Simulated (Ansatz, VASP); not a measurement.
# Ba: VASP beside Ansatz

INCAR

```
SYSTEM = Ba
PREC = Accurate
ENCUT = 520
EDIFF = 1E-7
ISMEAR = 0
SIGMA = 0.15
LREAL = .False.
LASPH = .True.
NELM = 60
ALGO = Fast
ISIF = 2
LWAVE = .False.
LCHARG = .True.
GGA = PS
LELF = .True.
LVHAR = .True.
NBANDS = 11
```

KPOINTS

```
Automatic mesh
0
Gamma
  14 14 14
  0 0 0
```

Contents of POSCAR:

```
Ba
1.0
    4.0485292679      0.7659379696      0.7659379696
    0.7659379696      4.0485292679      0.7659379696
    0.7659379696      0.7659379696      4.0485292679
Ba
1
Direct
    0.0000000000      0.0000000000      0.0000000000
```

Input for Ansatz:

```yaml
crystal:
  lattice:
    - [4.0485292679, 0.7659379696, 0.7659379696]
    - [0.7659379696, 4.0485292679, 0.7659379696]
    - [0.7659379696, 0.7659379696, 4.0485292679]
  atoms:
    - { symbol: Ba, position: [0.0, 0.0, 0.0] }
basis:
  ecutwfc: 420
kpoints:
  mp_grid: { grid: [14, 14, 14] }
hamiltonian:
  xc: pbesol
scf:
  occupations: { method: gaussian, width: 0.15 }
output:
  forces: true
  stress: true
  eigenvalues: true
```

Alike in both runs: task single point; functional PBEsol; k mesh 14 × 14 × 14; occupations gaussian, width 0.15 eV; no spin polarisation.

|  | VASP | Ansatz |
| --- | --- | --- |
| version | VASP 6.6.1 | Ansatz 0.2.0 |
| potentials or method | VASP PAW PBE potentials, release 64 (Ba_sv) | scalar-relativistic, plane waves, PAW |
| plane-wave cutoff (eV) | 520 | 420 |
| valence electrons in the cell | 10 | 10 |

|  | VASP | Ansatz | Ansatz less VASP |
| --- | --- | --- | --- |
| gap on the k mesh at the Fermi level (eV) | none | none | - |
| pressure (GPa) | -0.1 | -0.2 | -0.06 |
| largest component of the traceless stress (GPa) | 0.81 | 0.80 | -0.004 |

A gap of «none» marks a metal or a gap that the smearing closes.

Caveats: the PAW data sets were made with another functional, which shifts forces and pressure a little (VASP). Spin-orbit coupling is left out, which matters for the levels of Ba.
